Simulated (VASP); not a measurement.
# Sc (C2/m) in VASP: single point with PBEsol

Aim: the single point of Sc with PBEsol.

Program: VASP 6.6.1. These are calculated values, not measurements. Logs are shortened: lines on timing, memory, paths and dates and some standing lists are left out, and cuts for length are marked.

### 1 Starting point

It takes space group C2/m (No. 12, monoclinic). The conventional cell has a = 8.808 Å, b = 5.001 Å, c = 3.201 Å, α = 90.00°, β = 90.06°, γ = 90.00°. Around Sc (site symmetry m) lie 9 Sc at 2.90 to 3.32 Å. Sc (site symmetry 2/m) has 14 Sc at 3.20 to 3.35 Å as nearest neighbours.

This isn't the form of Sc at room conditions, which is hcp.

### 2 Single point, PBEsol

The input, INCAR:

```
SYSTEM = Sc
  PREC = Accurate
  ENCUT = 520
  EDIFF = 1E-6
  ISMEAR = 0
  SIGMA = 0.1
  LREAL = .False.
  LASPH = .True.
  NELM = 100
  ALGO = Fast
  ISIF = 2
  LWAVE = .False.
  LCHARG = .False.
  GGA = PS
  NBANDS = 24
```

The input, KPOINTS:

```
Automatic mesh
0
Gamma
  4 4 6
  0 0 0
```

The input, POSCAR:

```
Sc
1.0
    4.4040490344     -2.5002670000      0.0000000000
    4.4040490344      2.5002670000      0.0000000000
   -0.0034756338      0.0000000000      3.2007192820
Sc
3
Direct
    0.3332340000      0.3332340000      0.9951080000
    0.0000000000      0.0000000000      0.5000000000
    0.6667660000      0.6667660000      0.0048920000
```

Potentials or basis: VASP PAW PBE potentials, release 64 (Sc_sv).

Launch:

```console
cat potpaw_PBE.64/Sc_sv/POTCAR > POTCAR
mpirun -np 1 vasp_std > vasp.out
```

OUTCAR:

```text
SYSTEM = Sc
   PREC = Accurate
   ENCUT = 520
   EDIFF = 1E-6
   ISMEAR = 0
   LREAL = .False.
   LASPH = .True.
   NELM = 100
   ISIF = 2
   GGA = PS

 ion  position               nearest neighbor table
   1  0.333  0.333  0.995-   3 2.90   3 2.90   3 2.94   2 3.31   2 3.31   2 3.32   2 3.32   2 3.33
                             2 3.35
   2  0.000  0.000  0.500-   3 3.31   3 3.31   1 3.31   1 3.31   3 3.32   1 3.32   3 3.32   1 3.32
                             1 3.33   3 3.33   3 3.35   1 3.35
   3  0.667  0.667  0.005-   1 2.90   1 2.90   1 2.94   2 3.31   2 3.31   2 3.32   2 3.32   2 3.33
                             2 3.35

  LATTYP: Found a base centered monoclinic cell.
 ALAT       =     8.8080980688
 B/A-ratio  =     0.5677200641
 C/A-ratio  =     0.3633839160
 COS(beta)  =    -0.0010858908

  Lattice vectors:

 A1 = (   4.4040490344,  -2.5002670000,   0.0000000000)
 A2 = (   4.4040490344,   2.5002670000,   0.0000000000)
 A3 = (  -0.0034756338,   0.0000000000,   3.2007192820)

Analysis of symmetry for initial positions (statically):
=====================================================================
 Subroutine PRICEL returns:
 Original cell was already a primitive cell.

 Routine SETGRP: Setting up the symmetry group for a
 base centered monoclinic supercell.

 Subroutine GETGRP returns: Found  4 space group operations
 (whereof  4 operations were pure point group operations)
 out of a pool of  4 trial point group operations.

The static configuration has the point symmetry C_2h.

Analysis of symmetry for dynamics (positions and initial velocities):
=====================================================================
 Subroutine PRICEL returns:
 Original cell was already a primitive cell.

 Routine SETGRP: Setting up the symmetry group for a
 base centered monoclinic supercell.

 Subroutine GETGRP returns: Found  4 space group operations
 (whereof  4 operations were pure point group operations)
 out of a pool of  4 trial point group operations.

The dynamic configuration has the point symmetry C_2h.

 Subroutine INISYM returns: Found  4 space group operations
 (whereof  4 operations are pure point group operations),
 and found     1 'primitive' translations

----------------------------------------------------------------------------------------

                                     Primitive cell

  volume of cell :      70.4882

  direct lattice vectors                    reciprocal lattice vectors
     4.404049034 -2.500267000  0.000000000     0.113531888 -0.199978642  0.000123283
     4.404049034  2.500267000  0.000000000     0.113531888  0.199978642  0.000123283
    -0.003475634  0.000000000  3.200719282     0.000000000  0.000000000  0.312429773

  length of vectors
     5.064285040  5.064285040  3.200721169     0.229958609  0.229958609  0.312429773

  position of ions in fractional coordinates (direct lattice)
     0.333234000  0.333234000  0.995108000
     0.000000000  0.000000000  0.500000000
     0.666766000  0.666766000  0.004892000

  ion indices of the primitive-cell ions
   primitive index   ion index
                 1           1
                 2           2
                 3           3

----------------------------------------------------------------------------------------

 KPOINTS: Automatic mesh

Automatic generation of k-mesh.
 Grid dimensions read from file:
 generate k-points for:    4    4    6

 Generating k-lattice:

  Cartesian coordinates                     Fractional coordinates (reciprocal lattice)
     0.028382972 -0.049994661  0.000030821     0.250000000 -0.000000000  0.000000000
     0.028382972  0.049994661  0.000030821    -0.000000000  0.250000000  0.000000000
     0.000000000  0.000000000  0.052071629     0.000000000  0.000000000  0.166666667

  Length of vectors
     0.057489652  0.057489652  0.052071629

  Shift w.r.t. Gamma in fractional coordinates (k-lattice)
     0.000000000  0.000000000  0.000000000

 Subroutine IBZKPT returns following result:
 ===========================================

 Found     34 irreducible k-points:

 Following reciprocal coordinates:
            Coordinates               Weight
  0.000000  0.000000  0.000000      1.000000
  0.250000  0.000000  0.000000      4.000000
  0.500000  0.000000  0.000000      2.000000
  0.250000  0.250000  0.000000      2.000000
  0.500000  0.250000  0.000000      4.000000
 -0.250000  0.250000  0.000000      2.000000
[... 16 lines left out ...]
  0.500000  0.250000  0.333333      4.000000
 -0.250000  0.250000  0.333333      4.000000
 [... further k-points ...]
   k-points           NKPTS =     34   k-points in BZ     NKDIM =     34   number of bands    NBANDS=     24
   number of dos      NEDOS =    301   number of ions     NIONS =      3
   total plane-waves  NPLWV =  38400
   dimension x,y,z NGX =    40 NGY =   40 NGZ =   24
   dimension x,y,z NGXF=    80 NGYF=   80 NGZF=   48
   ions per type =               3
   NGX,Y,Z   is equivalent  to a cutoff of  13.13, 13.13, 12.47 a.u.
   NGXF,Y,Z  is equivalent  to a cutoff of  26.26, 26.26, 24.93 a.u.
 SYSTEM =  Sc
   PREC   = accura    normal or accurate (medium, high low for compatibility)
   ISTART =      0    job   : 0-new  1-cont  2-samecut
   ICHARG =      2    charge: 1-file 2-atom 10-const
   ISPIN  =      1    spin polarized calculation?
   LNONCOLLINEAR =      F non collinear calculations
   LSORBIT =      F    spin-orbit coupling
   LASPH  =      T    aspherical Exc in radial PAW
   ENCUT  =  520.0 eV  38.22 Ry    6.18 a.u.   9.42  9.42  5.95*2*pi/ulx,y,z
   NELM   =    100;   NELMIN=  2; NELMDL= -5     # of ELM steps
   EDIFF  = 0.1E-05   stopping-criterion for ELM
   LREAL  =      F    real-space projection
[... 7 lines left out ...]
   TEBEG  =    0.0;   TEEND  =   0.0 temperature during run
   PSTRESS=    0.0 pullay stress
   NELECT =      33.0000    total number of electrons
   NUPDOWN=      -1.0000    fix difference up-down
   EMIN   =  10.00;   EMAX   =-10.00  energy-range for DOS
   EFERMI =   0.00;   METHOD = LEGACY
   ISMEAR =     0;   SIGMA  =   0.10  broadening in eV -4-tet -1-fermi 0-gaus
   EFERMI_NEDOS =   21; number of points for ismear=-14 and -15
   IALGO  =     68    algorithm
   IMIX   =      4    mixing-type and parameters
     AMIX     =   0.40;   BMIX     =  1.00
     AMIX_MAG =   1.60;   BMIX_MAG =  1.00
  volume/ion in A,a.u.               =      23.50       158.56
  Fermi-wavevector in a.u.,A,eV,Ry     =   1.271181  2.402184 21.985674  1.615901
  Thomas-Fermi vector in A             =   2.404128
   LORBIT       =      0    0 simple, 1 ext, 2 COOP (PROOUT), +10 PAW based schemes
   GGA     = PS    functional components
   LHFCALC =     F    Hartree Fock is set to
   AEXX    =    0.0000 exact exchange contribution
   IVDW    =     0    specifies the selected vdW correction
   LEPSILON=     F    determine dielectric tensor
   LRPA    =     F    only Hartree local field effects (RPA)
 non-spin polarized calculation
 RMM-DIIS sequential band-by-band and
 Gauss-broadening in eV      SIGMA  =   0.10
  energy-cutoff  :      520.00
  volume of cell :       70.49
 maximum number of plane-waves:      1917
 NGX is ok and might be reduce to    40
   NGX = 19   NGY = 19   NGZ = 11

 number of electron      33.0000002 magnetization

 Free energy of the ion-electron system (eV)
  ---------------------------------------------------
  ext. energy  EPLUGINS =         0.00000000
  ---------------------------------------------------
  free energy    TOTEN  =       -19.65857809 eV

  energy without entropy =      -19.62847716  energy(sigma->0) =      -19.64352763

 E-fermi :   3.8055     XC(G=0): -10.1808

 val. band max:        3.7863446568   @ k =  -0.2500  -0.2500   0.1667
 cond. band min:       3.8567557834   @ k =   0.2500   0.0000   0.0000
 fundamental gap:      0.0704111266
 Fermi energy:         3.8055392460

 k-point     1 :       0.0000    0.0000    0.0000
  band No.  band energies     occupation
      1     -45.2627      2.00000
      2     -45.1873      2.00000
      3     -45.1227      2.00000
      4     -24.1531      2.00000
      5     -24.1284      2.00000
      6     -24.0172      2.00000
[... 16 lines left out ...]
     23       6.2531      0.00000
     24       6.2761      0.00000

 k-point     2 :       0.2500    0.0000    0.0000
  band No.  band energies     occupation
      1     -45.2442      2.00000
      2     -45.1908      2.00000
      3     -45.1380      2.00000
      4     -24.2040      2.00000
      5     -24.1524      2.00000
      6     -23.9336      2.00000
[... 16 lines left out ...]
     23       5.9095      0.00000
     24       6.3597      0.00000

 k-point     3 :       0.5000    0.0000    0.0000
  band No.  band energies     occupation
      1     -45.2133      2.00000
      2     -45.1987      2.00000
      3     -45.1612      2.00000
      4     -24.2456      2.00000
      5     -24.0576      2.00000
      6     -23.9937      2.00000
[... 16 lines left out ...]
     23       6.3050      0.00000
     24       6.3475      0.00000

 k-point     4 :       0.2500    0.2500    0.0000
  band No.  band energies     occupation
      1     -45.2453      2.00000
      2     -45.1912      2.00000
      3     -45.1364      2.00000
      4     -24.2177      2.00000
      5     -24.1279      2.00000
      6     -23.9409      2.00000
[... 16 lines left out ...]
     23       5.9626      0.00000
     24       6.4485      0.00000

 k-point     5 :       0.5000    0.2500    0.0000
  band No.  band energies     occupation
      1     -45.2193      2.00000
      2     -45.1935      2.00000
      3     -45.1605      2.00000
      4     -24.2101      2.00000
      5     -24.1196      2.00000
      6     -23.9721      2.00000
[... 16 lines left out ...]
     23       5.8226      0.00000
     24       6.5106      0.00000

 k-point     6 :      -0.2500    0.2500    0.0000
  band No.  band energies     occupation
      1     -45.2173      2.00000
      2     -45.1924      2.00000
      3     -45.1636      2.00000
      4     -24.2050      2.00000
      5     -24.1298      2.00000
      6     -23.9753      2.00000
[... 16 lines left out ...]
     23       5.8030      0.00000
     24       6.5103      0.00000
[... 379 lines left out ...]
 k-point    21 :      -0.2500   -0.0000    0.3333
  band No.  band energies     occupation
      1     -45.2124      2.00000
      2     -45.1835      2.00000
      3     -45.1194      2.00000
      4     -24.1436      2.00000
      5     -24.1134      2.00000
      6     -24.0506      2.00000
[... 16 lines left out ...]
     23       6.7552      0.00000
     24       6.9126      0.00000

 k-point    22 :       0.2500    0.2500    0.3333
  band No.  band energies     occupation
      1     -45.2135      2.00000
      2     -45.1838      2.00000
      3     -45.1181      2.00000
      4     -24.1570      2.00000
      5     -24.0986      2.00000
      6     -24.0465      2.00000
[... 16 lines left out ...]
     23       6.7268      0.00000
     24       6.9389      0.00000

 k-point    23 :       0.5000    0.2500    0.3333
  band No.  band energies     occupation
      1     -45.1947      2.00000
      2     -45.1793      2.00000
      3     -45.1416      2.00000
      4     -24.2012      2.00000
      5     -24.0590      2.00000
      6     -24.0486      2.00000
[... 16 lines left out ...]
     23       6.1020      0.00000
     24       6.8291      0.00000

 k-point    24 :      -0.2500    0.2500    0.3333
  band No.  band energies     occupation
      1     -45.1938      2.00000
      2     -45.1772      2.00000
      3     -45.1446      2.00000
      4     -24.1960      2.00000
      5     -24.0629      2.00000
      6     -24.0552      2.00000
[... 16 lines left out ...]
     23       6.1230      0.00000
     24       6.8518      0.00000

 [... further k-points ...]

------------------------ aborting loop because EDIFF is reached ----------------------------------------

  FORCE on cell =-STRESS in cart. coord.  units (eV):
  Direction    XX          YY          ZZ          XY          YZ          ZX
  --------------------------------------------------------------------------------------
  -------------------------------------------------------------------------------------
  Total       -0.2100121      0.0632144     -0.1226001      0.0000000      0.0000000      0.0127522
  in kB       -4.7735203      1.4368477     -2.7866677      0.0000000      0.0000000      0.2898552
  external PRESSURE =      -2.0411134 kB  Pullay stress =       0.0000000 kB

 VOLUME and BASIS-vectors are now :
 -----------------------------------------------------------------------------
  energy-cutoff  :      520.00
  volume of cell :       70.49
      direct lattice vectors                 reciprocal lattice vectors
     4.404049034 -2.500267000  0.000000000     0.113531888 -0.199978642  0.000123283
     4.404049034  2.500267000  0.000000000     0.113531888  0.199978642  0.000123283
    -0.003475634  0.000000000  3.200719282     0.000000000  0.000000000  0.312429773

 POSITION                                       TOTAL-FORCE (eV/Angst)
 -----------------------------------------------------------------------------------
      2.93170      0.00000      3.18506         0.045343      0.000000      0.033451
     -0.00174      0.00000      1.60036         0.000000      0.000000      0.000000
      5.87292      0.00000      0.01566        -0.045343      0.000000     -0.033451
 -----------------------------------------------------------------------------------
    total drift:                               -0.000000     -0.000000      0.000000

  FREE ENERGIE OF THE ION-ELECTRON SYSTEM (eV)
  ---------------------------------------------------
  free  energy   TOTEN  =       -19.6585780925 eV

  energy  without entropy=      -19.6284771583  energy(sigma->0) =      -19.64352763
```

Run time: 76 s. Hardware: 1 thread of Intel Xeon Platinum 8175M at 2.50GHz (Skylake/Cascade Lake), shared host; peak memory 0.2 GiB.

What came out:

```yaml
Free_energy: -19.6586 eV
Pressure: -0.2 GPa
Largest_force: 0.056 eV/Å
Band_gap_on_the_k_mesh: none (metal or under the smearing width)
```

Forces on the atoms (eV/Å):
```
Sc   0.045  0.000  0.033
Sc   0.000  0.000  0.000
Sc  -0.045  0.000 -0.033
```

Levels at points of the mesh, in eV from the Fermi level:
```csv
k point,band 14,band 15,band 16,band 17,band 18,band 19
"(0.00, 0.00, 0.00)",-0.83,-0.07,-0.04,0.06,0.07,0.76
"(0.50, 0.00, 0.00)",-3.00,-1.64,0.48,0.63,0.69,0.84
"(0.50, 0.50, 0.00)",-3.04,-1.62,0.46,0.60,0.64,0.98
"(0.00, 0.00, 0.50)",-1.47,-0.91,-0.91,-0.58,-0.53,1.70
"(0.50, 0.00, 0.50)",-1.29,-0.69,-0.27,-0.10,-0.07,0.92
"(0.50, 0.50, 0.50)",-1.31,-0.66,-0.30,-0.13,-0.09,0.89
```

Caveat: the k mesh is coarse (spacing up to 0.36 Å⁻¹), so the values aren't converged; the PAW data sets were made with another functional, which shifts forces and pressure a little.
